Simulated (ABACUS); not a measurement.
As: equation of state with PBEsol

As:

```xyz
2
Lattice="1.8808 1.0859 3.5141 -1.8808 1.0859 3.5141 0.0000 -2.1718 3.5141" Properties=species:S:1:pos:R:3 pbc="T T T"
As    0.0000    0.0000    2.3825
As    0.0000    0.0000    8.1597
```

```
Program                                       : ABACUS 3.10.1
Task                                          : equation of state
Functional                                    : PBEsol
Potentials or basis                           : PseudoDojo NC SR 0.4.1 PBEsol standard
Cutoff                                        : 1143 eV
Density cutoff                                : 4572 eV
Basis                                         : plane waves
k mesh                                        : 9 × 9 × 9
Occupations                                   : fermi-dirac, width 0.05 eV
Spin                                          : no spin polarisation
Radial cutoff of the potentials (pseudo_rcut) : 7 bohr
SCF threshold on the density                  : 1e-08
Max SCF steps                                 : 100
Eigensolver                                   : dav
Mixing                                        : broyden
Mixing share                                  : 0.7
Symmetry key                                  : 1
Bands                                         : 19
```

| Quantity | Value |
| --- | --- |
| Equilibrium volume | 21.63 Å³/atom |
| Bulk modulus at fixed shape and positions | 77 GPa |
| Pressure derivative of the bulk modulus | 4.2 |

Energy against volume, from the lowest point:
| volume (Å³/atom) | energy (meV/atom) |
| --- | --- |
| 20.239 | 23.76 |
| 20.669 | 10.84 |
| 21.100 | 3.09 |
| 21.530 | 0.00 |
| 21.961 | 1.11 |
| 22.392 | 6.02 |
| 22.822 | 14.34 |

All runs of the series together: 120 s on 4 threads of Intel(R) Xeon(R) 6975P-C (Granite Rapids), with other jobs on the host.

Caveat: the cell was scaled at fixed shape and fractional positions, which overstates the stiffness of a crystal with free parameters, most of all of layers and chains.
